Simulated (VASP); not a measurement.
# InP (F-43m) in VASP: further runs

InP is run at these levels: LDA, PBEsol, r2SCAN, PBE; tasks: electric field gradients.

Everything below comes from runs of VASP 6.6.1. Logs are shortened: lines on timing, memory, paths and dates and some standing lists are left out, and cuts for length are marked.

**Measured values to compare with.**

From a printed reference work, data compilation, for a bulk crystal of InP at 1.6 K: band gap 1.4236 eV (direct).

How close the calculation comes is told below.

### 1 The cell of the first run

The structure is cubic, space group F-43m (No. 216). The conventional cell has a = 5.861 Å, b = 5.861 Å, c = 5.861 Å, α = 90.00°, β = 90.00°, γ = 90.00°. Within 3.3 Å of In (site symmetry -43m) lie 4 P at 2.54 Å. P (site symmetry -43m) has 4 In at 2.54 Å within 3.3 Å.

### 2 Electric field gradients, LDA

Input file INCAR:

```
SYSTEM = InP
  ALGO = Normal
  EDIFF = 1E-8
  ENCUT = 520
  ISIF = 2
  ISMEAR = -1
  LASPH = .TRUE.
  LCHARG = .FALSE.
  LEFG = .TRUE.
  LREAL = .FALSE.
  LWAVE = .FALSE.
  NBANDS = 16
  NELM = 100
  PREC = Accurate
  SIGMA = 0.03
```

Input file KPOINTS:

```
k-points
0
G
  11 11 11
  0 0 0
```

Input file POSCAR:

```
InP
1.0
    0.0000000000      2.9305000000      2.9305000000
    2.9305000000      0.0000000000      2.9305000000
    2.9305000000      2.9305000000      0.0000000000
In P
1 1
Direct
    0.0000000000      0.0000000000      0.0000000000
    0.7500000000      0.7500000000      0.7500000000
```

Potentials or basis: VASP PAW LDA potentials, release 64 (In_d, P).

Command:

```console
$ cat potpaw_LDA.64/In_d/POTCAR potpaw_LDA.64/P/POTCAR > POTCAR
$ mpirun -np 1 vasp_std > vasp.out
```

OUTCAR:

```text
SYSTEM = InP
   EDIFF = 1E-8
   ENCUT = 520
   ISIF = 2
   ISMEAR = -1
   LASPH = .TRUE.
   LREAL = .FALSE.
   NELM = 100
   PREC = Accurate

 ion  position               nearest neighbor table
   1  0.000  0.000  0.000-   2 2.54   2 2.54   2 2.54   2 2.54
   2  0.750  0.750  0.750-   1 2.54   1 2.54   1 2.54   1 2.54

  LATTYP: Found a face centered cubic cell.
 ALAT       =     5.8610000000

  Lattice vectors:

 A1 = (   0.0000000000,   2.9305000000,   2.9305000000)
 A2 = (   2.9305000000,   0.0000000000,   2.9305000000)
 A3 = (   2.9305000000,   2.9305000000,   0.0000000000)

Analysis of symmetry for initial positions (statically):
=====================================================================
 Subroutine PRICEL returns:
 Original cell was already a primitive cell.

 Routine SETGRP: Setting up the symmetry group for a
 face centered cubic supercell.

 Subroutine GETGRP returns: Found 24 space group operations
 (whereof 24 operations were pure point group operations)
 out of a pool of 48 trial point group operations.

The static configuration has the point symmetry T_d .

Analysis of symmetry for dynamics (positions and initial velocities):
=====================================================================
 Subroutine PRICEL returns:
 Original cell was already a primitive cell.

 Routine SETGRP: Setting up the symmetry group for a
 face centered cubic supercell.

 Subroutine GETGRP returns: Found 24 space group operations
 (whereof 24 operations were pure point group operations)
 out of a pool of 48 trial point group operations.

The dynamic configuration has the point symmetry T_d .

 Subroutine INISYM returns: Found 24 space group operations
 (whereof 24 operations are pure point group operations),
 and found     1 'primitive' translations

----------------------------------------------------------------------------------------

                                     Primitive cell

  volume of cell :      50.3333

  direct lattice vectors                    reciprocal lattice vectors
     0.000000000  2.930500000  2.930500000    -0.170619348  0.170619348  0.170619348
     2.930500000  0.000000000  2.930500000     0.170619348 -0.170619348  0.170619348
     2.930500000  2.930500000  0.000000000     0.170619348  0.170619348 -0.170619348

[... 114 lines left out ...]
 non-spin polarized calculation
  energy-cutoff  :      520.00
  volume of cell :       50.33
 maximum number of plane-waves:      1375
   NGX = 15   NGY = 15   NGZ = 15

 number of electron      18.0000005 magnetization

 Free energy of the ion-electron system (eV)
  ---------------------------------------------------
  ext. energy  EPLUGINS =         0.00000000
  ---------------------------------------------------
  free energy    TOTEN  =        -9.67155567 eV

  energy without entropy =       -9.67155533  energy(sigma->0) =       -9.67155550

 E-fermi :   5.2826     XC(G=0):  -9.6110

 val. band max:        5.0075361369   @ k =   0.0000   0.0000   0.0000
 cond. band min:       5.5187092287   @ k =   0.0000   0.0000   0.0000
 fundamental gap:      0.5111730918
 Fermi energy:         5.2825716414

 k-point     1 :       0.0000    0.0000    0.0000
  band No.  band energies     occupation
      1      -9.1775      2.00000
      2      -9.1775      2.00000
      3      -9.1775      2.00000
      4      -9.0224      2.00000
      5      -9.0224      2.00000
      6      -6.5375      2.00000
[... 433 lines left out ...]
      3      -9.1415      2.00000
      4      -9.0279      2.00000
      5      -9.0144      2.00000
      6      -5.5934      2.00000
[... 8 lines left out ...]
     15      14.6891      0.00000
     16      15.9455      0.00000

 [... further k-points ...]
[... 5 lines left out ...]
  --------------------------------------------------------------------------------------
  -------------------------------------------------------------------------------------
  Total       -0.3689061     -0.3689061     -0.3689061      0.0000000     -0.0000000      0.0000000
  in kB      -11.7427872    -11.7427872    -11.7427872      0.0000000     -0.0000000      0.0000000
  external PRESSURE =     -11.7427872 kB  Pullay stress =       0.0000000 kB

 VOLUME and BASIS-vectors are now :
 -----------------------------------------------------------------------------
  energy-cutoff  :      520.00
  volume of cell :       50.33
      direct lattice vectors                 reciprocal lattice vectors
     0.000000000  2.930500000  2.930500000    -0.170619348  0.170619348  0.170619348
     2.930500000  0.000000000  2.930500000     0.170619348 -0.170619348  0.170619348
     2.930500000  2.930500000  0.000000000     0.170619348  0.170619348 -0.170619348

 POSITION                                       TOTAL-FORCE (eV/Angst)
 -----------------------------------------------------------------------------------
      0.00000      0.00000      0.00000        -0.000000     -0.000000     -0.000000
      4.39575      4.39575      4.39575         0.000000      0.000000      0.000000
 -----------------------------------------------------------------------------------
    total drift:                                0.000000      0.000000     -0.000000

  FREE ENERGIE OF THE ION-ELECTRON SYSTEM (eV)
  ---------------------------------------------------
  free  energy   TOTEN  =        -9.6715556682 eV

  energy  without entropy=       -9.6715553294  energy(sigma->0) =       -9.67155550

 Electric field gradients (V/A^2)
---------------------------------------------------------------------
 ion       V_xx      V_yy      V_zz      V_xy      V_xz      V_yz
---------------------------------------------------------------------
   1      -0.000     0.000     0.000     0.002     0.002     0.002
   2      -0.000    -0.000     0.000    -0.000    -0.000    -0.000
---------------------------------------------------------------------

 Electric field gradients after diagonalization (V/A^2)
 (convention: |V_zz| > |V_xx| > |V_yy|)
----------------------------------------------------------------------
 ion       V_xx      V_yy      V_zz     asymmetry (V_yy - V_xx)/ V_zz
----------------------------------------------------------------------
   1      -0.002    -0.002     0.004       0.000
   2       0.000     0.000    -0.001       0.000
----------------------------------------------------------------------

           NMR quadrupolar parameters

 Cq : quadrupolar parameter    Cq=e*Q*V_zz/h
 eta: asymmetry parameters     (V_yy - V_xx)/ V_zz
 Q  : nuclear electric quadrupole moment in mb (millibarn)
----------------------------------------------------------------------
 ion       Cq(MHz)       eta       Q (mb)
----------------------------------------------------------------------
   1       0.000       0.000       1.000
   2      -0.000       0.000       1.000
----------------------------------------------------------------------
```

Run time: 14 s. Hardware: 1 thread of Intel Xeon 6975P-C (Granite Rapids), shared host; peak memory 0.18 GiB.

Results:

- Free energy: -9.6716 eV
- Pressure: -1.2 GPa
- Band gap on the k mesh: 0.51 eV, direct

Caveat: without QUAD_EFG the Cq values of the log hold for a quadrupole moment of 1 mb, not for the nuclei; spin-orbit coupling is left out, which moves the levels of the heavy elements.

### 3 Electric field gradients, PBEsol

Input file INCAR:

```
SYSTEM = InP
ALGO     = Normal         ! electronic algorithm
EDIFF    = 1E-8           ! SCF threshold, eV
ENCUT    = 520            ! plane-wave cutoff, eV
GGA      = PS             ! functional
ISIF     = 2              ! what is computed and relaxed
ISMEAR   = -1             ! smearing method
LASPH    = .TRUE.         ! aspherical terms in the spheres
LCHARG   = .FALSE.        ! write CHGCAR
LEFG     = .TRUE.       
LREAL    = .FALSE.        ! projectors in reciprocal space
LWAVE    = .FALSE.        ! write WAVECAR
NBANDS   = 16             ! bands
NELM     = 80             ! most SCF steps
PREC     = Accurate       ! precision mode
SIGMA    = 0.03           ! smearing width, eV
```

KPOINTS is that of step 2.

POSCAR is that of step 2.

Potentials or basis: VASP PAW PBE potentials, release 64 (In_d, P).

Command:

```console
$ cat potpaw_PBE.64/In_d/POTCAR potpaw_PBE.64/P/POTCAR > POTCAR
$ mpirun -np 1 vasp_std > vasp.out
```

OUTCAR:

```text
SYSTEM = InP
   EDIFF = 1E-8
   ENCUT = 520
   GGA = PS
   ISIF = 2
   ISMEAR = -1
   LASPH = .TRUE.
   LREAL = .FALSE.
   NELM = 80
   PREC = Accurate

 ion  position               nearest neighbor table
   1  0.000  0.000  0.000-   2 2.54   2 2.54   2 2.54   2 2.54
   2  0.750  0.750  0.750-   1 2.54   1 2.54   1 2.54   1 2.54

  LATTYP: Found a face centered cubic cell.
 ALAT       =     5.8610000000

  Lattice vectors:

 A1 = (   0.0000000000,   2.9305000000,   2.9305000000)
 A2 = (   2.9305000000,   0.0000000000,   2.9305000000)
 A3 = (   2.9305000000,   2.9305000000,   0.0000000000)

Analysis of symmetry for initial positions (statically):
=====================================================================
 Subroutine PRICEL returns:
 Original cell was already a primitive cell.

 Routine SETGRP: Setting up the symmetry group for a
 face centered cubic supercell.

 Subroutine GETGRP returns: Found 24 space group operations
[... 642 lines left out ...]
  volume of cell :       50.33
      direct lattice vectors                 reciprocal lattice vectors
     0.000000000  2.930500000  2.930500000    -0.170619348  0.170619348  0.170619348
     2.930500000  0.000000000  2.930500000     0.170619348 -0.170619348  0.170619348
     2.930500000  2.930500000  0.000000000     0.170619348  0.170619348 -0.170619348

 POSITION                                       TOTAL-FORCE (eV/Angst)
 -----------------------------------------------------------------------------------
      0.00000      0.00000      0.00000         0.000000      0.000000      0.000000
      4.39575      4.39575      4.39575        -0.000000     -0.000000     -0.000000
 -----------------------------------------------------------------------------------
    total drift:                                0.000000      0.000000     -0.000000

  FREE ENERGIE OF THE ION-ELECTRON SYSTEM (eV)
  ---------------------------------------------------
  free  energy   TOTEN  =        -9.1560534823 eV

  energy  without entropy=       -9.1560534117  energy(sigma->0) =       -9.15605345

 Electric field gradients (V/A^2)
---------------------------------------------------------------------
 ion       V_xx      V_yy      V_zz      V_xy      V_xz      V_yz
---------------------------------------------------------------------
   1       0.000     0.000    -0.000     0.002     0.002     0.002
   2       0.000     0.000    -0.000    -0.000    -0.000    -0.000
---------------------------------------------------------------------

 Electric field gradients after diagonalization (V/A^2)
 (convention: |V_zz| > |V_xx| > |V_yy|)
----------------------------------------------------------------------
 ion       V_xx      V_yy      V_zz     asymmetry (V_yy - V_xx)/ V_zz
----------------------------------------------------------------------
   1      -0.002    -0.002     0.004       0.000
   2       0.000     0.000    -0.001       0.000
----------------------------------------------------------------------

           NMR quadrupolar parameters

 Cq : quadrupolar parameter    Cq=e*Q*V_zz/h
 eta: asymmetry parameters     (V_yy - V_xx)/ V_zz
 Q  : nuclear electric quadrupole moment in mb (millibarn)
----------------------------------------------------------------------
 ion       Cq(MHz)       eta       Q (mb)
----------------------------------------------------------------------
   1       0.000       0.000       1.000
   2      -0.000       0.000       1.000
----------------------------------------------------------------------
```

OSZICAR:

```text
N       E                     dE             d eps       ncg     rms          rms(c)
DAV:   1     0.112618031334E+03    0.11262E+03   -0.83900E+03  1800   0.124E+03
DAV:   2    -0.214452540796E+01   -0.11476E+03   -0.10976E+03  2008   0.298E+02
DAV:   3    -0.936182882760E+01   -0.72173E+01   -0.71898E+01  2296   0.737E+01
DAV:   4    -0.955308948413E+01   -0.19126E+00   -0.19120E+00  2376   0.130E+01
DAV:   5    -0.956141387190E+01   -0.83244E-02   -0.83243E-02  2592   0.228E+00    0.549E+00
DAV:   6    -0.919309697344E+01    0.36832E+00   -0.57132E-01  2880   0.134E+01    0.321E+00
DAV:   7    -0.915848222186E+01    0.34615E-01   -0.13717E-01  2632   0.333E+00    0.111E+00
DAV:   8    -0.915576889058E+01    0.27133E-02   -0.14349E-02  2256   0.138E+00    0.323E-01
DAV:   9    -0.915596668615E+01   -0.19780E-03   -0.11515E-03  2248   0.371E-01    0.148E-01
DAV:  10    -0.915602668475E+01   -0.59999E-04   -0.16809E-04  2824   0.156E-01    0.969E-02
DAV:  11    -0.915605421397E+01   -0.27529E-04   -0.40828E-05  2120   0.697E-02    0.307E-02
DAV:  12    -0.915605338774E+01    0.82623E-06   -0.51336E-06  2280   0.270E-02    0.992E-03
DAV:  13    -0.915605345138E+01   -0.63635E-07   -0.66002E-07  2248   0.432E-03    0.792E-03
DAV:  14    -0.915605347619E+01   -0.24808E-07   -0.71638E-08  2368   0.293E-03    0.210E-03
DAV:  15    -0.915605348228E+01   -0.60904E-08   -0.10125E-08  1832   0.103E-03
   1 F= -.91560535E+01 E0= -.91560534E+01  d E =-.705395E-07
```

stdout:

```text
POSCAR found type information on POSCAR InP
 POSCAR found :  2 types and       2 ions
 scaLAPACK will be used
 -----------------------------------------------------------------------------
|                                                                             |
|                                                                             |
|     You enforced a specific xc type in the INCAR file but a different       |
|     I HOPE YOU KNOW WHAT YOU ARE DOING!                                     |
|                                                                             |
 -----------------------------------------------------------------------------

 LDA part: xc-table for (Slater+PW92), standard interpolation
 POSCAR, INCAR and KPOINTS ok, starting setup
 FFT: planning ... GRIDC
 FFT: planning ... GRID_SOFT
 FFT: planning ... GRID
 WAVECAR not read
 entering main loop
ion   1

ion   2
```

Wall time 16 s (1 thread of Intel Xeon 6975P-C (Granite Rapids), shared host); peak memory 0.19 GiB.

Results:

| Item | Value |
| --- | --- |
| Free energy | -9.1561 eV |
| Pressure | 0.6 GPa |
| Band gap on the k mesh | 0.62 eV, direct |

Caveat: without QUAD_EFG the Cq values of the log hold for a quadrupole moment of 1 mb, not for the nuclei; the PAW data sets were made with another functional, which shifts forces and pressure a little; spin-orbit coupling is left out, which moves the levels of the heavy elements.

(Continued in part 2 of 2.)
